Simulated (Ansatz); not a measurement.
# TiO: biaxial strain in the a-b plane

One table from this session's results is given with a row withheld; the runs are named, their logs left out.

Program: Ansatz 0.2.0. Level of theory: DFT r2SCAN+U, scalar-relativistic, plane waves, PAW. These are calculated values, not measurements.

## The structure to begin with

Symmetry: P-62m, No. 189, hexagonal system. The conventional cell has a = 4.989 Å, b = 4.989 Å, c = 2.873 Å, α = 90.00°, β = 90.00°, γ = 120.00°. Around Ti (site symmetry -6) lie 6 O at 2.10 Å. Around Ti (site symmetry -62m) lie 3 O at 1.97 Å. Around O (site symmetry m2m) lie 5 Ti at 1.97 to 2.10 Å.

Coordinates:

```
CELL_PARAMETERS angstrom
4.98909 0.00000 0.00000
-2.49454 4.32068 0.00000
0.00000 0.00000 2.87331
ATOMIC_POSITIONS crystal
Ti 0.66667 0.33333 0.50000
Ti 0.33333 0.66667 0.50000
Ti 0.00000 0.00000 0.00000
O 0.60556 0.60556 0.00000
O 0.39444 0.00000 0.00000
O 0.00000 0.39444 0.00000
```

The structure comes from the Materials Project (structure only).

Set-up of the first run:

(A quick probe on a coarse mesh, which set the mesh and smearing, is not shown.)

The input, input.yaml:

```yaml
crystal:
  lattice:
    - [4.989087772, 0.0, 0.0]
    - [-2.494543886, 4.3206767523, 0.0]
    - [0.0, 0.0, 2.87331344]
  atoms:
    - { symbol: Ti, position: [0.66666667, 0.33333333, 0.5] }
    - { symbol: Ti, position: [0.33333333, 0.66666667, 0.5] }
    - { symbol: Ti, position: [0.0, 0.0, 0.0] }
    - { symbol: O, position: [0.60555924, 0.60555924, 0.0] }
    - { symbol: O, position: [0.39444076, 0.0, 0.0] }
    - { symbol: O, position: [0.0, 0.39444076, 0.0] }
basis:
  ecutwfc: 500
kpoints:
  mp_grid: { grid: [12, 12, 12] }
hamiltonian:
  xc: r2scan
  hubbard: { sites: [{ species: Ti, l: d, u_eff: 4.0 }] }
scf:
  occupations: { method: gaussian, width: 0.1 }
output:
  forces: true
  stress: true
  eigenvalues: true
relax:
  adjacent_minimum: "off"
  f_tol: 0.005
  max_steps: 80
  cell: { stress_tol: 0.05 }
```

Command:

```console
$ ansatz run input.yaml --threads 1 --pin off --max-ram 2560MiB --backend cpu --events-out ev --progress --plain --runs-dir out
```

Among the steps run: The relaxation; The unstrained reference; The cell strained by -1.0 %; The cell strained by +1.0 %; At -2.0 %.

One of the session's tables, all rows but one given; the rest of the session is left out.

Lengths are those of the vectors of the cell that was run; stresses in GPa:

| strain (%) | ΔE (meV/atom) | a (Å) | b (Å) | c (Å) |
| --- | --- | --- | --- | --- |
| -2.0 | 11.3 | 4.927 | 4.927 | 2.943 |
| -1.0 | ? | ? | ? | ? |
| +0.0 | 0.0 | 5.027 | 5.027 | 2.904 |
| +1.0 | 2.7 | 5.078 | 5.078 | 2.885 |

**Question.** Estimate the row for strain (%) = -1.0.

Worked estimate for «ΔE (meV/atom)». A straight line through the neighbours (-2.0, 11.3) and (0.0, 0.0) gives 11.3 + (0.0 − 11.3) × (-1.0 + 2.0) / (0.0 + 2.0) = 5.7; a parabola fitted to 3 rows on both sides gives 2.9.

As computed: ΔE (meV/atom): 2.7; a (Å): 4.977; b (Å): 4.977; c (Å): 2.923. In «ΔE (meV/atom)» the line misses by +3.0 and the parabola by +0.2.

ΔE is over the unstrained cell. Stress in GPa, positive in compression, on the Cartesian axes of the input. 

Limits of these values: Spin polarisation is off in the runs that give these values; a magnetic solution could lie lower. Warnings in the runs' records: filled band counts differ across k points, seeded moment not kept, stability check not made, lower free energy seen.
